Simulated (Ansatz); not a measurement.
# CdTe (F-43m) in Ansatz: notebook

One crystal, CdTe, is run at these levels: PBEsol, PBE; tasks: band structure, phonons.

Program: Ansatz 0.2.0. These are calculated values, not measurements. Logs are shortened: lines on timing, memory, paths and dates and some standing lists are left out, and cuts for length are marked.

**The experiment to reproduce.**

From a printed reference work, data compilation, for a bulk crystal of CdTe at 0 K: band gap 1.607 eV.

The results are compared with them further down.

## 1. Starting point

The structure is cubic, space group F-43m (No. 216). The conventional cell has a = 6.410 Å, b = 6.410 Å, c = 6.410 Å, α = 90.00°, β = 90.00°, γ = 90.00°. Te (site symmetry -43m) is surrounded by 4 Cd at 2.78 Å. Cd (site symmetry -43m) has 4 Te at 2.78 Å as nearest neighbours.

## 2. Band structure, PBEsol, spin-orbit coupling, no magnetisation

input.yaml reads:

```yaml
crystal:
  lattice:
    - [0.0, 3.205, 3.205]
    - [3.205, 0.0, 3.205]
    - [3.205, 3.205, 0.0]
  atoms:
    - { symbol: Te, position: [0.75, 0.75, 0.75] }
    - { symbol: Cd, position: [0.0, 0.0, 0.0] }
kpoints:
  mp_grid: { grid: [5, 5, 5] }
  band_path:
    path:
      - [0.0, 0.0, 0.0]
      - [0.5, 0.0, 0.5]
      - [0.5, 0.25, 0.75]
      - [0.375, 0.375, 0.75]
      - [0.0, 0.0, 0.0]
      - [0.5, 0.5, 0.5]
      - [0.625, 0.25, 0.625]
      - [0.5, 0.25, 0.75]
    npoints: 10
scf:
  occupations: { method: fermi_dirac, width: 0.05 }
hamiltonian:
  xc: pbesol
  pseudopotentials: { kind: all_electron, lapw: { basis_error: 0.001 } }
magnetization:
  noncollinear: true
  spin_orbit: true
output:
  forces: true
  stress: true
  eigenvalues: true
```

Potentials or basis: all-electron LAPW, relativistic spinors.

On the command line:

```console
ansatz run input.yaml --threads 1 --pin off --max-ram 3072MiB --backend cpu --events-out ev --progress --plain --runs-dir out
```

Output:

```text
Warning: RAYON_NUM_THREADS=1 ignored (pool sized by the plan → 1); use --threads N
LAPW: plane waves up to 8.259 Å⁻¹, error target 1.0e-3 eV per atom; Dirac's equation on spinors; Cd in spheres of 1.398 Å, 20 of its electrons in bands; Te in spheres of 1.378 Å, 24 of its electrons in bands (how accurate: hamiltonian.pseudopotentials.lapw.basis_error, Limitations)
Engine: ansatz 0.2.0, aarch64-unknown-linux-gnu
Pseudopotentials: kind: all_electron
Pseudopotential: Te, LAPW, valence charge 24, lapw/all_electron/dirac/gaussian/Te, Dirac's equation, gaussian nucleus
Pseudopotential: Cd, LAPW, valence charge 20, lapw/all_electron/dirac/gaussian/Cd, Dirac's equation, gaussian nucleus
Functional definition: PBEsol
  exchange = pbesol_x
  correlation = pbesol_c
non-collinear run that drives no moment, with spin-orbit: no starting moment large enough to seed its density (crystal.atoms[].spin), no starting occupations that ask for one, no magnetisation constraint and no magnetic field, so the semilocal B_xc is pinned to zero
Crystal: 2 atoms, lattice volume = 65.844 Å³
Basis set: ecut = 259.8701440332666 eV, 609 PW (Γ), exchange–correlation at level 2
Bands: 54, of which v1, the nominal top of the filled ones, is band 44 counted from 1 (43 counted from 0)
Symmetry: 24 space group operations + 24 with time reversal
Magnetic group: BNS 216.75 (UNI 1577), of the structure as read, at distance tolerance 4.0e-5 Å
k-points: 10 of 125 (time reversal used)
Non-local potential: Te, projectors of the file, none
Non-local potential: Cd, projectors of the file, none
Initial density: superposition of atomic densities (chi_scale 0.1, normalization cell, long waves kept (reshape's long-wave potential 0.00 eV rms))
Initial wavefunctions: plane waves of lowest kinetic energy (no species holds an atomic orbital)
Functional: x = pbesol(κ = 0.804, μ = 0.12345679012345678), c = pbesol(β = 0.046)
iter 1 solved again at ethr=1.18e-3 eV; its pass at ethr=1.00e-1 eV (dr2=5.20e-1 eV) is discarded
SCF iter   1: F=—  HF=-337073.046108 eV  |F-HF|=—  |Δ(HF+E_count)|=         —  Δρ=2.01e-2  dr2=5.22e-1  dr2_m=0.00e0 (ungated)  ethr=1.18e-3  |M|=0.00e0 ∫|m|=0.00e0 μB  β_m=0.30  ⟨swp⟩=2.2  Hψ=3464  notcnv=0
preconditioner: auto → none  [insulator: Δε(μ)=0.776 eV  Ē_g=11.680 eV  σ=0.050 eV  W_gap=1.00  n_scr=14 (ndim 8)  ℏωp=19.4 eV  f_vac=0.204  D(μ)=0.00/eV (n_scr^D=0)  ε∞_Penn≈3.8]
SCF iter   2: F=—  HF=-337072.836434 eV  |F-HF|=—  |Δ(HF+E_count)|=   2.10e-1  Δρ=1.02e-2  dr2=9.38e-2  dr2_m=0.00e0 (ungated)  ethr=1.18e-3  |M|=0.00e0 ∫|m|=0.00e0 μB  β_m=0.37  ⟨swp⟩=2.1  Hψ=1611  notcnv=0
SCF iter   3: F=—  HF=-337072.809023 eV  |F-HF|=—  |Δ(HF+E_count)|=   2.74e-2  Δρ=4.35e-3  dr2=1.10e-2  dr2_m=0.00e0 (ungated)  ethr=2.13e-4  |M|=0.00e0 ∫|m|=0.00e0 μB  β_m=0.49  ⟨swp⟩=2.0  Hψ=1609  notcnv=0
iter 4 solved again at ethr=8.16e-7 eV; its pass at ethr=2.50e-5 eV (dr2=3.59e-4 eV) is discarded
SCF iter   4: F=—  HF=-337072.807069 eV  |F-HF|=—  |Δ(HF+E_count)|=   1.95e-3  Δρ=8.76e-4  dr2=3.59e-4  dr2_m=0.00e0 (ungated)  ethr=8.16e-7  |M|=0.00e0 ∫|m|=0.00e0 μB  β_m=0.56  ⟨swp⟩=2.0  Hψ=2613  notcnv=0
SCF iter   5: F=—  HF=-337072.807110 eV  |F-HF|=—  |Δ(HF+E_count)|=   4.01e-5  Δρ=9.90e-5  dr2=4.72e-6  dr2_m=0.00e0 (ungated)  ethr=8.16e-7  |M|=0.00e0 ∫|m|=0.00e0 μB  β_m=0.56  ⟨swp⟩=2.1  Hψ=1519  notcnv=0
SCF iter   6: F=—  HF=-337072.807111 eV  |F-HF|=—  |Δ(HF+E_count)|=   1.55e-6  Δρ=2.69e-5  dr2=3.62e-7  dr2_m=0.00e0 (ungated)  ethr=1.07e-8  |M|=0.00e0 ∫|m|=0.00e0 μB  β_m=0.70  ⟨swp⟩=3.0  Hψ=1571  notcnv=0
SCF iter   7: F=-337072.807112 eV  HF=-337072.807112 eV  |F-HF|=1.09e-8  |Δ(HF+E_count)|=   7.37e-7  Δρ=2.68e-6  dr2=4.94e-9  dr2_m=0.00e0 (ungated)  ethr=8.23e-10  |M|=0.00e0 ∫|m|=0.00e0 μB  ⟨swp⟩=3.1  Hψ=1608  notcnv=0
SCF 1 converged in 7 iterations: F = -337072.807112 eV  dr2 = 4.94e-9
NSCF: frozen V_eff on 71 k-points
SCF converged after 7 iterations
Magnetization: |M| = 0.0000 μB,  M = (+0.0000, +0.0000, +0.0000) μB
Absolute magnetization: 0.0000 μB (∫|m|)
  site 0: m = (+0.0000, +0.0000, +0.0000) μB, |m| = 0.0000 μB  (R = 1.38 Å)
  site 1: m = (+0.0000, +0.0000, +0.0000) μB, |m| = 0.0000 μB  (R = 1.40 Å)
Free energy (F): -337072.807112 eV
Harris-Foulkes:  -337072.807112 eV  (|F-HF|=1.09e-8)
Internal energy: -337072.807004 eV  (E = F + TS)
E sigma→0 (E₀):  -337072.807058 eV
Entropy (-TS):   -0.000108 eV (-0.054 meV/atom)
Fermi energy:    9.754361 eV
--- Per-component energies (eV) ---
  E_band       = -1625.149063
  E_kinetic    = 355065.363349
  E_xc         = -8855.216164
  E_electrostatic = -683282.954189  (all electrons and nuclei)
  E_smearing   = -0.000108  (= −TS)
  E_closure    = 0.000000  (closes the sum)
  E_atoms      = -337067.312912  (free atoms, spherical and without spin; not in F)
  Σ components = -337072.807112   (vs F -337072.807112, Δ=0.00e0)
  Basis errors (estimates in eV, not in F): energy 4.3e-4 per atom: plane waves 4.0e-4 (2.3e-4 summed), levels above the bands 4.7e-69, relativity 9.1e-8, radial functions 3.0e-5, core shells 4.2e-7; eigenvalues (radial functions only) 1.2e-6; not estimated: angular momenta, meshes, grids; target (lapw.basis_error) 1.0e-3; muffin-tin radii Cd 1.398 Å, Te 1.378 Å
--- Forces (eV/Å), atoms counted from 1 ---
  atom   1  Te    -0.00000000     0.00000000     0.00000000
  atom   2  Cd     0.00000000    -0.00000000     0.00000000
  max |Σ_I F_I| component: 3.01e-17 eV/Å
--- Stress (GPa, compression-positive) ---
        1.760053      -0.000000       0.000000
       -0.000000       1.760053       0.000000
        0.000000       0.000000       1.760053
  P = ⅓ Tr σ = 1.7601 GPa (17.601 kbar)
--- Band table (eV; the first three rows and the last of 10) ---
  k-point 0: bands = ["-149.1793", "-149.1793", "-106.0955", "-106.0955", "-96.3576", "-96.3576", "-96.3576", "-96.3576", "-92.8388", "-92.8388", "-58.0018", "-58.0018", "-52.1538", "-52.1538", "-52.1538", "-52.1538", "-27.6539", "-27.6539", "-27.6539", "-27.6539", "-26.1916", "-26.1916", "-26.1852", "-26.1852", "-26.1852", "-26.1852", "-2.1768", "-2.1768", "0.5348", "0.5348", "0.5348", "0.5348", "1.0668", "1.0668", "1.3073", "1.3073", "1.3073", "1.3073", "8.6227", "8.6227", "9.4971", "9.4971", "9.4971", "9.4971", "9.9765", "9.9765", "13.5068", "13.5068", "13.8631", "13.8631", "13.8631", "13.8631", "16.5478", "16.5478"]
  k-point 1: bands = ["-149.1793", "-149.1793", "-106.0955", "-106.0955", "-96.3576", "-96.3576", "-96.3576", "-96.3576", "-92.8388", "-92.8388", "-58.0018", "-58.0018", "-52.1539", "-52.1539", "-52.1538", "-52.1538", "-27.6539", "-27.6538", "-27.6538", "-27.6538", "-26.1915", "-26.1915", "-26.1853", "-26.1853", "-26.1852", "-26.1850", "-2.0258", "-2.0258", "0.5299", "0.5578", "0.6153", "0.6153", "1.1248", "1.1248", "1.3083", "1.3218", "1.3218", "1.3434", "6.9323", "6.9323", "8.6123", "8.6123", "9.1412", "9.1615", "11.1565", "11.1565", "14.0562", "14.0562", "14.1244", "14.1244", "14.3182", "14.3264", "17.5089", "17.5089"]
  k-point 2: bands = ["-149.1793", "-149.1793", "-106.0955", "-106.0955", "-96.3576", "-96.3576", "-96.3576", "-96.3576", "-92.8388", "-92.8388", "-58.0018", "-58.0018", "-52.1539", "-52.1539", "-52.1538", "-52.1538", "-27.6539", "-27.6538", "-27.6538", "-27.6538", "-26.1913", "-26.1913", "-26.1854", "-26.1854", "-26.1849", "-26.1848", "-1.7824", "-1.7824", "0.5464", "0.5635", "0.7891", "0.7891", "1.1789", "1.1789", "1.3505", "1.3722", "1.5566", "1.5566", "4.8900", "4.8900", "8.1681", "8.1681", "8.7000", "8.7113", "11.0270", "11.0270", "14.2890", "14.2890", "14.4489", "14.4531", "15.9723", "15.9723", "17.2991", "17.2991"]
  k-point 9: bands = ["-149.1793", "-149.1793", "-106.0955", "-106.0955", "-96.3576", "-96.3576", "-96.3576", "-96.3576", "-92.8388", "-92.8388", "-58.0018", "-58.0018", "-52.1539", "-52.1539", "-52.1539", "-52.1539", "-27.6539", "-27.6538", "-27.6537", "-27.6536", "-26.1913", "-26.1911", "-26.1852", "-26.1851", "-26.1850", "-26.1849", "-1.6551", "-1.6334", "0.6051", "0.6309", "0.6868", "0.9506", "1.2308", "1.2529", "1.3372", "1.3651", "1.6916", "1.8278", "4.8116", "5.0384", "6.4879", "6.8147", "7.3029", "7.4529", "12.9659", "13.2961", "13.4781", "13.5005", "14.4215", "14.5600", "16.7844", "16.8447", "17.6170", "17.8774"]
```

bands.tsv:

```text
[... 85 lines left out ...]
```

Run time: 99 s. Hardware: 1 thread of Arm Neoverse V1, shared host; peak memory 0.45 GiB.

Results:

```yaml
Free_energy: -337072.8071 eV
Pressure: 1.8 GPa
Band_gap_on_the_k_mesh: 0.48 eV, direct
Band_gap_along_the_path: 0.48 eV, direct
```

Levels at the corners of the path, in eV from the valence-band top:
```tsv
point	band 41	band 42	band 43	band 44	band 45	band 46	band 47	band 48
Γ	0.00	0.00	0.00	0.00	0.48	0.48	4.01	4.01
X	-2.46	-2.46	-2.12	-2.12	2.14	2.14	2.32	2.32
W	-3.07	-2.61	-2.61	-2.59	3.80	4.22	4.29	4.36
K	-3.20	-2.92	-1.94	-1.91	2.49	2.52	4.11	4.30
Γ	0.00	0.00	0.00	0.00	0.48	0.48	4.01	4.01
L	-1.39	-1.39	-0.86	-0.86	1.48	1.48	4.77	4.77
U	-3.20	-2.92	-1.94	-1.91	2.49	2.52	4.11	4.30
W	-3.07	-2.61	-2.61	-2.59	3.80	4.22	4.29	4.36
```

## 3. Band structure, PBE, spin-orbit coupling, no magnetisation

Edit input.yaml of step 2 so:

```diff
@@ -24,3 +24,3 @@
 hamiltonian:
-  xc: pbesol
+  xc: pbe
   pseudopotentials: { kind: all_electron, lapw: { basis_error: 0.001 } }
```

Potentials or basis: all-electron LAPW, relativistic spinors.

On the command line:

```console
ansatz run input.yaml --threads 1 --pin off --max-ram 3072MiB --backend cpu --events-out ev --progress --plain --runs-dir out
```

Wall time 97 s (1 thread of Arm Neoverse V1, shared host); peak memory 0.45 GiB.

Results (log left out):

| Item | Value |
| --- | --- |
| Free energy | -337221.7928 eV |
| Pressure | 4.3 GPa |
| Band gap on the k mesh | 0.60 eV, direct |
| Band gap along the path | 0.60 eV, direct |

Levels at the corners of the path, in eV from the valence-band top:
| point | band 40 | band 41 | band 42 | band 43 | band 44 | band 45 | band 46 | band 47 | band 48 | band 49 |
| --- | --- | --- | --- | --- | --- | --- | --- | --- | --- | --- |
| Γ | -0.86 | 0.00 | 0.00 | 0.00 | 0.00 | 0.60 | 0.60 | 4.07 | 4.07 | 4.42 |
| X | -4.77 | -2.44 | -2.44 | -2.10 | -2.10 | 2.26 | 2.26 | 2.39 | 2.39 | 8.52 |
| W | -4.51 | -3.03 | -2.57 | -2.57 | -2.55 | 3.85 | 4.26 | 4.39 | 4.45 | 5.23 |
| K | -4.54 | -3.16 | -2.87 | -1.92 | -1.89 | 2.58 | 2.61 | 4.18 | 4.37 | 7.07 |
| Γ | -0.86 | 0.00 | 0.00 | 0.00 | 0.00 | 0.60 | 0.60 | 4.07 | 4.07 | 4.42 |
| L | -4.91 | -1.38 | -1.38 | -0.85 | -0.85 | 1.58 | 1.58 | 4.84 | 4.84 | 4.98 |
| U | -4.54 | -3.16 | -2.87 | -1.92 | -1.89 | 2.58 | 2.61 | 4.18 | 4.37 | 7.07 |
| W | -4.51 | -3.03 | -2.57 | -2.57 | -2.55 | 3.85 | 4.26 | 4.39 | 4.45 | 5.23 |

## 4. Phonons, PBEsol

input.yaml reads:

```yaml
crystal:
  lattice:
    - [0.0, 3.205, 3.205]
    - [3.205, 0.0, 3.205]
    - [3.205, 3.205, 0.0]
  atoms:
    - { symbol: Te, position: [0.75, 0.75, 0.75] }
    - { symbol: Cd, position: [0.0, 0.0, 0.0] }
kpoints:
  mp_grid: { grid: [5, 5, 5] }
scf:
  occupations: { method: fermi_dirac, width: 0.05 }
hamiltonian:
  xc: pbesol
  pseudopotentials: { kind: all_electron, lapw: { basis_error: 0.001 } }
output: {}
phonons:
  method: fd
  supercell: [1, 1, 1]
```

Potentials or basis: all-electron LAPW, scalar-relativistic.

On the command line:

```console
ansatz run input.yaml --threads 1 --pin off --max-ram 3072MiB --backend cpu --events-out ev --progress --plain --runs-dir out
```

Output:

```text
Warning: RAYON_NUM_THREADS=1 ignored (pool sized by the plan → 1); use --threads N
LAPW: plane waves up to 8.574 Å⁻¹, error target 1.0e-3 eV per atom; small_component_spin mean_spin; Cd in spheres of 1.353 Å, 20 of its electrons in bands, Dirac shells []; Te in spheres of 1.339 Å, 24 of its electrons in bands, Dirac shells [] (how accurate: hamiltonian.pseudopotentials.lapw.basis_error, Limitations)
[... 2 set-up lines as earlier in the session ...]
Pseudopotential: Te, LAPW, valence charge 24, lapw/all_electron/scalar/gaussian/Te, Koelling and Harmon's equation, gaussian nucleus
Pseudopotential: Cd, LAPW, valence charge 20, lapw/all_electron/scalar/gaussian/Cd, Koelling and Harmon's equation, gaussian nucleus
[... 1 set-up line as earlier in the session ...]
[... 71 lines left out ...]
  k-point 2: bands = ["-149.2672", "-99.3712", "-99.3712", "-99.3712", "-92.8644", "-53.9590", "-53.9589", "-53.9589", "-26.8243", "-26.8239", "-26.8239", "-26.8142", "-26.8142", "-1.7938", "0.9010", "0.9010", "1.1319", "1.1319", "1.3734", "4.9111", "8.4507", "8.4507", "11.0267", "14.3777", "14.3777", "15.9754", "17.3040"]
  k-point 9: bands = ["-149.2672", "-99.3712", "-99.3712", "-99.3712", "-92.8644", "-53.9590", "-53.9589", "-53.9589", "-26.8243", "-26.8239", "-26.8235", "-26.8143", "-26.8140", "-1.6536", "0.9611", "0.9674", "1.0836", "1.1331", "1.6379", "4.9441", "6.6949", "7.3598", "13.1545", "13.4844", "14.4913", "16.8257", "17.7529"]
--- Phonons: 2 displaced members + reference (amplitude 0.01 Å, Σ member SCF iterations 11) ---
  symmetry images taken by strict's conditions (phonons.symmetry_images: auto; settled by no image being taken that strict refuses)
  ASR residual: 5.151e-4 → 0.000e0 eV/Å²; symmetrization residual: 1.161e-5 eV/Å²
  largest component of a force at the reference: 7.9e-17 eV/Å
  ASR residual per site (eV/Å²): 5.71e-6 5.15e-4
  Γ frequencies (cm⁻¹): 0.00 0.00 0.00 150.60 150.60 150.60
  density of states and harmonic sums: on the 17×17×17 q-mesh, interpolated from the force constants of a 1×1×1 supercell (no non-analytic term)
  largest difference from the sums on the solved wave vectors: F 6.21e-1 eV, S 8.80e-4 and C_V 2.58e-4 eV/K
  zero-point energy: 0.038080 eV/cell   skipped modes (ω ≤ 0): 3   left out of the sums: 1.02e-4 of the cell's modes: C_V's classical limit lies that fraction below 3 k_B per atom; for a crystal, a wire or a layer, F and S can be off by more, and a phonons.interpolated_qmesh denser along its periods is the remedy for the sampling
```

Run time: 41 s. Hardware: 1 thread of Arm Neoverse V1, shared host; peak memory 0.33 GiB.

What came out:

| Quantity | Value |
| --- | --- |
| Free energy | -336971.7482 eV |
| Band gap on the k mesh | 0.75 eV, direct |
| Highest phonon frequency at Γ, LO-TO splitting left out | 151 cm⁻¹ |

Phonon frequencies in cm⁻¹ (negative: imaginary):
```csv
q point,frequencies
"(0.000, 0.000, 0.000)",0 0 0 151 151 151
```

Caveat: spin-orbit coupling is left out, which moves the levels of the heavy elements.

## 5. Overview

```csv
task,level,potentials or basis,spin,cutoff (eV),gap on the mesh (eV),pressure (GPa)
band structure,PBEsol,"all-electron LAPW, relativistic spinors","SOC, no magnetisation",260,0.48,1.8
band structure,PBE,"all-electron LAPW, relativistic spinors","SOC, no magnetisation",260,0.60,4.3
phonons,PBEsol,"all-electron LAPW, scalar-relativistic",off,280,0.75,-
```

Alike in all rows: cell as given; k mesh 5 × 5 × 5; smearing fermi-dirac 0.05 eV; basis error allowed 0.001 eV/atom.

Caveats: spin-orbit coupling is left out, which moves the levels of the heavy elements (some runs).

Compare energies only between runs with the same functional and basis.

## 6. How close it comes

Step 2. Against the measured gap of CdTe, 1.607 eV (0 K; a printed reference work, data compilation), the calculated 0.48 eV is off by -1.13 eV. So large a miss can be the level of theory's own, or it may mean another phase, state or a wrong row. The value is that of PBEsol, without temperature or zero-point motion. Semilocal functionals fall short of measured gaps as a rule.

Step 3. Measured gap of CdTe: 1.607 eV (0 K; a printed reference work, data compilation). This calculation gives 0.60 eV (-1.01 eV). So large a miss can be the level of theory's own, or it may mean another phase, state or a wrong row. The value is that of PBE, without temperature or zero-point motion. Semilocal functionals fall short of measured gaps as a rule.

Step 4. A measured gap of CdTe is 1.607 eV (0 K; a printed reference work, data compilation); the calculated 0.75 eV misses it by -0.85 eV. Spin-orbit coupling on Cd, Te is left out. The value is that of PBEsol, without temperature or zero-point motion. Semilocal functionals fall short of measured gaps as a rule.
